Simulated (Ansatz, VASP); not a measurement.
**One calculation of Al, two programs**

```xyz
1
Lattice="-1.6052 1.6052 1.6052 1.6052 -1.6052 1.6052 1.6052 1.6052 -1.6052" Properties=species:S:1:pos:R:3 pbc="T T T"
Al    0.0000    0.0000    0.0000
```

This isn't the form of Al at room conditions, which is fcc.

Alike in both runs: task single point; functional PBEsol; k mesh 17 × 17 × 17; occupations fermi-dirac, width 0.05 eV; no spin polarisation.

|  | VASP | Ansatz |
| --- | --- | --- |
| version | VASP 6.6.1 | Ansatz 0.2.0 |
| potentials or method | VASP PAW PBE potentials, release 64 (Al), cutoff 520 eV | all-electron LAPW, scalar-relativistic |

```tsv
	VASP	Ansatz	Ansatz less VASP
pressure (GPa)	0.1	0.0	-0.04
```

Ansatz ran all-electron here, so the differences hold the error of VASP's frozen core and of both bases.

Caveats: the PAW data sets were made with another functional, which shifts forces and pressure a little (VASP).
